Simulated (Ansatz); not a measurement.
Consider GeTe (space group R3m, No. 160).

```xyz
2
Lattice="2.1133 1.2201 3.6399 -2.1133 1.2201 3.6399 0.0000 -2.4402 3.6399" Properties=species:S:1:pos:R:3 pbc="T T T"
Ge     0.0000     0.0000     2.5578
Te     0.0000     0.0000     8.3620
```

Cartesian axes are those of the cell as printed.

Computed with PBE (Ansatz, a program for electronic structure; PAW; 420 eV plane waves; spin-orbit coupling left out).

For the base:

```
Quantity     Value
--------  --------
Pressure  0.00 GPa
```

Perturbation: the cell is stretched by 1.09 % along z with no lateral relaxation; the atoms relax in the strained cell.

**Question.** What does the calculation give for the energy relative to the base and pressure after the change?

**Answer.** The energy rises by 0.4 meV/atom; the pressure (mean of the normal stresses, compression positive) goes from zero to -0.25 GPa.

No phonon test of stability was made.
